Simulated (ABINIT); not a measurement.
Runs of ABINIT 10.8.3 (patched build) on NaI. It takes space group Fm-3m (No. 225, cubic). Conventional cell: a = 6.473 Å, b = 6.473 Å, c = 6.473 Å, α = 90.00°, β = 90.00°, γ = 90.00°. Around I (site symmetry m-3m) lie 6 Na at 3.24 Å. Na (site symmetry m-3m) is surrounded by 6 I at 3.24 Å. 

```tsv
task	level	potentials or basis	cutoff (eV)	fine-grid cutoff	gap on the mesh (eV)	pressure (GPa)	V0 of scaled cells (Å³/atom)	B0 (GPa)
equation of state	PBEsol	PseudoDojo NC SR PBEsol v0.4.1 standard	1197	-	-	-	(b)	17
band structure	r2SCAN	JTH PAW PBE v2.0	1306	1959.22 eV	4.42	-	-	-
band structure	PBEsol	PseudoDojo NC SR PBEsol v0.4.1 standard	1197	-	3.51	(c)	-	-
band structure	LDA	JTH PAW LDA v2.0	1088	1687.11 eV	3.33	-1.6	-	-
equation of state	PBE	JTH PAW PBE v2.0	1088	1687.11 eV	-	-	(a)	15
band structure	PBE	JTH PAW PBE v2.0	1088	1687.11 eV	3.64	0.5	-	-
```

Alike in all rows: no spin polarisation; cell as given; k mesh 7 × 7 × 7; smearing fermi-dirac 0.05 eV.

Q: Estimate the missing entries.

A: (a) 34.93; (b) 32.81; (c) -0.5.

Caveats: spin-orbit coupling is left out, which moves the levels of the heavy elements (some runs); pressures at fixed basis lie under the slope of the energies (some runs); the PAW data sets were made with another functional, which shifts forces and pressure a little (some runs).

A k mesh can miss the band edges, and the runs leave out spin-orbit coupling on I.

Not every run made on this cell is shown here.
